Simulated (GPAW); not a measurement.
Runs of GPAW 26.7.0 on Sc. Symmetry: P6_3/mmc, No. 194, hexagonal system. Conventional cell: a = 3.309 Å, b = 3.309 Å, c = 5.273 Å, α = 90.00°, β = 90.00°, γ = 120.00°. Sc (site symmetry -6m2) is surrounded by 12 Sc at 3.26 to 3.31 Å. 

| task | level | potentials or basis | cell | cutoff (eV) | maxiter | optimizer | fmax | max steps | target pressure | other keys | gap on the mesh (eV) | pressure (GPa) | relaxed volume (Å³/atom) |
| --- | --- | --- | --- | --- | --- | --- | --- | --- | --- | --- | --- | --- | --- |
| relaxation of cell and atoms | TASK | GPAW PAW data sets (gpaw-data 1.2.1), pw | relaxed to -1 GPa | 600 | 150 | BFGS | 0.05 eV/Å | 100 | -1 GPa | - | none | -1.0 | - |
| single point | PBE | GPAW PAW data sets (gpaw-data 1.2.1), pw | as given | 500 | 75 | - | - | - | - | several, not listed | none | -1.0 | - |
| relaxation of cell and atoms | PBE | GPAW PAW data sets (gpaw-data 1.2.1), pw | relaxed | 600 | 150 | LBFGS | 0.05 eV/Å | 40 | - | - | none | 0.1 | (a) |
| relaxation of cell and atoms | OLYP | PAW data sets generated in the run's folder for this functional, pw | relaxed | 600 | 150 | BFGS | 0.02 eV/Å | 60 | - | - | none | 0.0 | 25.07 |

Alike in all rows: no spin polarisation; k mesh 7 × 7 × 4; smearing fermi-dirac 0.05 eV.

Task: Estimate the missing entries.

Result: (a) 24.51.

Caveats: later steps reuse the first step's grids (some runs); the PAW data sets were made with another functional, which shifts forces and pressure a little (some runs); the cutoff is short for stress and forces, so pressures can be off by a GPa or more (some runs).

A gap of «none» marks a metal or a gap under the smearing width.
